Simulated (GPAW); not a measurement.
Crystal: HfC.

```
Hf C
1.0
     0.00000    2.32500    2.32500
     2.32500    0.00000    2.32500
     2.32500    2.32500    0.00000
Hf C
1 1
Cartesian
  2.3250 2.3250 2.3250
  0.0000 0.0000 0.0000
```

```yaml
Program: GPAW 26.7.0
Task: relaxation of cell and atoms
Functional: PBEsol
Potentials_or_basis: PAW data sets generated in the run's folder for this functional
Cutoff: 800 eV
Basis: pw
k_mesh: 10 × 10 × 10
Occupations: fermi-dirac, width 0.05 eV
Spin: no spin polarisation
```

At the start: pressure -5.3 GPa; volume 12.57 Å³/atom.

How do energy, volume and symmetry change on relaxing?

Over 3 steps the energy falls by 4.3 meV/atom and the volume is 12.29 Å³/atom (-2.2 %); space group Fm-3m (No. 225, to 0.05 Å).

Step by step:
| step | energy change (eV) | largest force (eV/Å) | pressure (GPa) | volume (Å³) |
| --- | --- | --- | --- | --- |
| 1 | 0.0000 | 0.0000 | -5.31 | 25.14 |
| 2 | -0.0057 | 0.0000 | -3.20 | 24.91 |
| 3 | -0.0085 | 0.0000 | 0.07 | 24.59 |

Final structure:
```cif
data_structure
_symmetry_space_group_name_H-M 'P 1'
_symmetry_Int_Tables_number 1
_cell_length_a 3.2639
_cell_length_b 3.2639
_cell_length_c 3.2639
_cell_angle_alpha 60.000
_cell_angle_beta 60.000
_cell_angle_gamma 60.000
_cell_volume 24.59
loop_
_atom_site_label
_atom_site_type_symbol
_atom_site_fract_x
_atom_site_fract_y
_atom_site_fract_z
_atom_site_occupancy
Hf1 Hf 0.50000 0.50000 0.50000 1
C1 C 0.00000 0.00000 0.00000 1
```

Caveat: later steps reuse the first step's grids.
